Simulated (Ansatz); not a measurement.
BaSnO$_{3}$:
```
BaSnO3
1.0
    4.13130     0.00000     0.00000
    0.00000     4.13130     0.00000
    0.00000     0.00000     4.13130
Ba Sn O
1 1 3
Direct
  0.00000   0.00000   0.00000
  0.50000   0.50000   0.50000
  0.00000   0.50000   0.50000
  0.50000   0.50000   0.00000
  0.50000   0.00000   0.50000
```

Relaxed with r²SCAN. Special points in fractions of this cell's reciprocal vectors: Γ (0.000, 0.000, 0.000); X (0.000, 0.500, 0.000); M (0.500, 0.500, 0.000); R (0.500, 0.500, 0.500).

Problem. List the band energies nearest the valence-band maximum at these points for DFT-r²SCAN in the program Ansatz with PAW potentials.

Solution. In eV from the valence-band maximum; about four levels below and three above (degenerate sets whole), none deeper than 8.9 eV; points with the same levels are listed once.

```tsv
k	below	above
Γ	-1.07 -1.07 -1.07 -0.48 -0.48 -0.48	1.56 5.54 5.54
X	-1.13 -1.13 -1.00 -1.00	5.60 7.38 7.77
M	-1.11 -1.11 -0.66 -0.05	7.45 8.37 8.86
R	-0.64 -0.64 0.00 0.00 0.00	5.97 5.97 5.97
```

Space group Pm-3m (cubic perovskite). The r²SCAN relaxation kept the symmetry of its start; phonons on a q-mesh show no instability. Spin–orbit coupling is left out wherever it is not named.

Potentials: the later of the program's two PAW sets.
